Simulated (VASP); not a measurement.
## A VASP 6.6.1 relaxation on C

INCAR

```
NSW = 40
IBRION = 2
EDIFFG = -5E-3
SIGMA = 0.02
ISMEAR = -1
NELM = 120
EDIFF = 1E-7
LWAVE = .FALSE.
LASPH = .TRUE.
PREC = Accurate
LCHARG = .FALSE.
LREAL = .FALSE.
ISIF = 3
ENCUT = 600
NELECT = 7.9
GGA = PS
NBANDS = 6
```

KPOINTS

```
KPOINTS created by Atomic Simulation Environment
0
Gamma
12 12 12
0 0 0
```

POSCAR

```
C
 1.0000000000000000
     0.0000000000000000    1.7857704565123391    1.7857704565123391
     1.7857704565123391    0.0000000000000000    1.7857704565123391
     1.7857704565123391    1.7857704565123391    0.0000000000000000
 C
   2
Cartesian
  0.0000000000000000 -0.0000000000000000 -0.0000000000000000
  0.8928852282561696  0.8928852282561696  0.8928852282561696
```

The recommended PBE PAW datasets give the neutral cell 8 valence electrons.

Command

```
mpirun -np 1 vasp_std
```

OSZICAR

```
N       E                     dE             d eps       ncg     rms          rms(c)
DAV:   1     0.122451451773E+02    0.12245E+02   -0.46995E+03   882   0.128E+03
DAV:   2    -0.202609251797E+02   -0.32506E+02   -0.30315E+02  1236   0.173E+02
DAV:   3    -0.206662888230E+02   -0.40536E+00   -0.40464E+00  1032   0.263E+01
DAV:   4    -0.206686565711E+02   -0.23677E-02   -0.23568E-02  1464   0.149E+00
DAV:   5    -0.206686574750E+02   -0.90382E-06   -0.90393E-06  1038   0.221E-02    0.529E+00
DAV:   6    -0.202945463758E+02    0.37411E+00   -0.27165E-01   894   0.542E+00    0.316E+00
DAV:   7    -0.201478089719E+02    0.14674E+00   -0.36365E-01  1002   0.627E+00    0.615E-01
DAV:   8    -0.201478251389E+02   -0.16167E-04   -0.35925E-03  1242   0.757E-01    0.325E-02
DAV:   9    -0.201478218946E+02    0.32443E-05   -0.81415E-05  1188   0.930E-02    0.220E-02
DAV:  10    -0.201478276276E+02   -0.57329E-05   -0.49272E-06  1236   0.313E-02    0.305E-03
...
DAV:   6    -0.202020379671E+02    0.25816E-06   -0.62056E-08  1038   0.419E-03    0.216E-03
DAV:   7    -0.202020377986E+02    0.16847E-06   -0.39958E-08   558   0.322E-03    0.361E-04
DAV:   8    -0.202020377925E+02    0.61775E-08   -0.10839E-09   516   0.513E-04
   3 F= -.20202038E+02 E0= -.20201735E+02  d E =-.542102E-01
       N       E                     dE             d eps       ncg     rms          rms(c)
DAV:   1    -0.202020624264E+02   -0.24628E-04   -0.40440E-04   930   0.281E-01    0.185E-02
DAV:   2    -0.202020581715E+02    0.42549E-05   -0.40903E-06  1260   0.263E-02    0.960E-03
DAV:   3    -0.202020566295E+02    0.15420E-05   -0.37222E-06   924   0.204E-02    0.158E-03
DAV:   4    -0.202020566476E+02   -0.18036E-07   -0.14808E-08   654   0.189E-03
   4 F= -.20202057E+02 E0= -.20201754E+02  d E =-.542291E-01
```

From OUTCAR

```
k-points           NKPTS =     72   k-points in BZ     NKDIM =     72   number of bands    NBANDS=      6

   NELECT =       7.9000    total number of electrons

   dimension x,y,z NGX =    20 NGY =   20 NGZ =   20
   dimension x,y,z NGXF=    40 NGYF=   40 NGZF=   40

  energy-cutoff  :      600.00
  volume of cell :       10.74
      direct lattice vectors                 reciprocal lattice vectors
    -0.000000000  1.751268306  1.751268306    -0.285507365  0.285507365  0.285507365
     1.751268306 -0.000000000  1.751268306     0.285507365 -0.285507365  0.285507365
     1.751268306  1.751268306  0.000000000     0.285507365  0.285507365 -0.285507365

 k-points in reciprocal lattice and weights: KPOINTS created by Atomic Simulation Env
   0.00000000  0.00000000  0.00000000       0.001
   0.08333333  0.00000000  0.00000000       0.005
   0.16666667  0.00000000  0.00000000       0.005
   0.25000000  0.00000000  0.00000000       0.005
   0.33333333  0.00000000  0.00000000       0.005
   0.41666667  0.00000000  0.00000000       0.005
   0.50000000  0.00000000  0.00000000       0.002
   0.08333333  0.08333333  0.00000000       0.003
   ...

 E-fermi :   9.4638

 k-point     1 :       0.0000    0.0000    0.0000
  band No.  band energies     occupation
      1     -11.7461      2.00000
      2      10.4521      0.00000
      3      10.4521      0.00000
      4      10.4521      0.00000
      5      16.1825      0.00000
      6      16.1825      0.00000

 k-point     2 :       0.0833    0.0000    0.0000
  band No.  band energies     occupation
      1     -11.5467      2.00000
      2       9.1720      2.00000
      3      10.1089      0.00000
      4      10.1089      0.00000
      5      16.6314      0.00000
      6      16.6314      0.00000

 k-point     3 :       0.1667    0.0000    0.0000
  band No.  band energies     occupation
      1     -10.9500      2.00000
      2       6.5435      2.00000
      3       9.3691      1.98264
      4       9.3691      1.98264
      5      17.5990      0.00000
      6      17.5990      0.00000

 k-point     4 :       0.2500    0.0000    0.0000
  band No.  band energies     occupation
      1      -9.9641      2.00000
      2       3.6012      2.00000
      3       8.6106      2.00000
      4       8.6106      2.00000
      5      18.4846      0.00000
      6      18.4846      0.00000

 k-point     5 :       0.3333    0.0000    0.0000
  band No.  band energies     occupation
      1      -8.6069      2.00000
      2       0.7127      2.00000
      3       8.0109      2.00000
      4       8.0109      2.00000
      5      18.9655      0.00000
      6      18.9655      0.00000

 k-point     6 :       0.4167    0.0000    0.0000
  band No.  band energies     occupation
      1      -6.9415      2.00000
      2      -1.9152      2.00000
      3       7.6359      2.00000
      4       7.6359      2.00000
      5      19.1034      0.00000
      6      19.1034      0.00000

 k-point     7 :       0.5000    0.0000    0.0000
  band No.  band energies     occupation
      1      -5.6216      2.00000
      2      -3.5622      2.00000
      3       7.5091      2.00000
      4       7.5091      2.00000
      5      19.1163      0.00000
      6      19.1163      0.00000

 ...

  Total        0.0030675      0.0030675      0.0030675     -0.0000000     -0.0000000      0.0000000
  in kB        0.4575180      0.4575180      0.4575180     -0.0000000     -0.0000000      0.0000000
  external PRESSURE =       0.4575180 kB  Pullay stress =       0.0000000 kB

 POSITION                                       TOTAL-FORCE (eV/Angst)
 -----------------------------------------------------------------------------------
      0.00000      0.00000      0.00000         0.000000      0.000000      0.000000
      0.87563      0.87563      0.87563        -0.000000     -0.000000     -0.000000
 -----------------------------------------------------------------------------------
    total drift:                                0.000000      0.000000      0.000000

  FREE ENERGIE OF THE ION-ELECTRON SYSTEM (eV)
  ---------------------------------------------------
  free  energy   TOTEN  =       -20.2020566476 eV

  energy  without entropy=      -20.2014516460  energy(sigma->0) =      -20.20175415
```

```tsv
ionic step	ΔE (meV/atom)	volume (Å³)	largest force (eV/Å)	pressure (GPa)	electronic steps
1	0.0	11.39	0.000	-25.67	11
2	23.1	9.95	0.000	43.08	7
3	-27.1	10.75	0.000	-0.52	8
4	-27.1	10.74	0.000	0.05	4
```

It converged. Results: relaxed cell vector lengths 2.477, 2.477, 2.477 Å; relaxed cell volume 10.74 Å³.

The cell is charged and sits in a uniform background.

For comparison, a separate PBEsol relaxation on usual settings, not on those above, ends at 11.23 Å³.

The run above took about 13 s on one core of a shared host (Intel Xeon Platinum 8488C) and held 0.12 GiB at most.
